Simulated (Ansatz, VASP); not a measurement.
# Cl in VASP and in Ansatz

The input INCAR:

```
SYSTEM = Cl
ALGO = Normal
EDIFF = 1E-7
ENCUT = 520
ISIF = 2
ISMEAR = -1
LASPH = .TRUE.
LCHARG = .TRUE.
LELF = .TRUE.
LREAL = .FALSE.
LVHAR = .TRUE.
LWAVE = .FALSE.
NBANDS = 22
NELM = 80
PREC = Accurate
SIGMA = 0.05
```

KPOINTS

```
k-points
0
G
  7 7 4
  0 0 0
```

File POSCAR:

```
Cl
1.0
    3.1450000000     -2.2500000000      0.0000000000
    3.1450000000      2.2500000000      0.0000000000
    0.0000000000      0.0000000000      8.2100000000
Cl
4
Direct
    0.3700000000      0.6300000000      0.4000000000
    0.1300000000      0.8700000000      0.9000000000
    0.6300000000      0.3700000000      0.6000000000
    0.8700000000      0.1300000000      0.1000000000
```

The input input.yaml:

```yaml
crystal:
  lattice:
    - [3.145, -2.25, 0.0]
    - [3.145, 2.25, 0.0]
    - [0.0, 0.0, 8.21]
  atoms:
    - { symbol: Cl, position: [0.37, 0.63, 0.4] }
    - { symbol: Cl, position: [0.13, 0.87, 0.9] }
    - { symbol: Cl, position: [0.63, 0.37, 0.6] }
    - { symbol: Cl, position: [0.87, 0.13, 0.1] }
hamiltonian:
  xc: lda
  pseudopotentials: { kind: paw }
kpoints:
  mp_grid: { grid: [7, 7, 4] }
  band_path:
    path:
      - [[0.0, 0.0, 0.0], [0.3779569104, -0.3779569104, 0.0], [0.0, -0.5, 0.0], [0.0, -0.5, -0.5], [0.3779569104, -0.3779569104, -0.5], [0.0, 0.0, -0.5], [0.0, 0.0, 0.0], [-0.5, -0.5, 0.0], [-0.3779569104, -0.6220430896, 0.0], [-0.3779569104, -0.6220430896, -0.5], [-0.5, -0.5, -0.5], [-0.5, -0.5, 0.0]]
      - [[0.0, 0.0, -0.5], [-0.5, -0.5, -0.5]]
    npoints: 14
scf:
  occupations: { method: fermi_dirac, width: 0.05 }
  n_extra_bands: 10
output:
  forces: true
  stress: true
  eigenvalues: true
  fatbands: true
```

Alike in both runs: functional LDA; k mesh 7 × 7 × 4; occupations fermi-dirac, width 0.05 eV; no spin polarisation.

|  | VASP | Ansatz |
| --- | --- | --- |
| version | VASP 6.6.1 | Ansatz 0.2.0 |
| potentials or method | VASP PAW LDA potentials, release 64 (Cl) | Ansatz PAW |
| plane-wave cutoff (eV) | 520 | 420 |
| valence electrons in the cell | 28 | 28 |
| task | single point | band structure |

|  | VASP | Ansatz | Ansatz less VASP |
| --- | --- | --- | --- |
| gap on the k mesh at the Fermi level (eV) | 2.36 | 2.33 | -0.031 |
| least direct gap on the mesh (eV) | 2.42 | 2.39 | -0.031 |
| pressure (GPa) | -2.7 | -2.4 | +0.31 |
| largest component of the traceless stress (GPa) | 1.45 | 1.21 | -0.239 |
| rms of the force components (eV/Å) | 0.183 | 0.110 | -0.0725 |

Atom by atom the forces differ by 0.081 eV/Å (rms over components).

Caveats: an odd mesh through Γ misses points on the zone boundary, where band edges often lie (VASP); the PAW data sets come from PBE, with cores solved anew for the run's functional, which leaves a small shift of forces and pressure (Ansatz). A hybrid or GW would open this gap; LDA tends to underestimate it.
